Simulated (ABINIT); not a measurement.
Crystal: Gd.

```xyz
2
Lattice="3.6360 0.0000 0.0000 -1.8180 3.1489 0.0000 0.0000 0.0000 5.7826" Properties=species:S:1:pos:R:3 pbc="T T T"
Gd    1.8180    1.0496    4.3369
Gd    0.0000    2.0992    1.4457
```

Base run:

```yaml
Program: ABINIT 10.8.3 (patched build)
Functional: PBE
Potentials_or_basis: PseudoDojo NC SR PBE v0.4 lanthanides 3+ (4f in core; v0.4.1 standard for the other elements)
Cutoff: 599 eV
k_mesh: 12 × 12 × 8, shifted
Occupations: fermi-dirac, width 0.136 eV
Spin: collinear spin, ferromagnetic start
Starting_moments: "[7.0, 7.0] μB"
```

Its results: pressure -0.5 GPa; net moment 0.00 μB per cell.

Question: The run is repeated on the same cell with these changes: k mesh from 12 × 12 × 8, shifted to 6 × 6 × 4; occupations from fermi-dirac, width 0.136 eV to fermi-dirac, width 0.05 eV. What comes out?

Answer: Pressure -0.6 GPa; net moment 0.31 μB per cell; site moments Gd +0.03 μB.

Caveats: the cutoff is short for stress, so the pressure is rough.
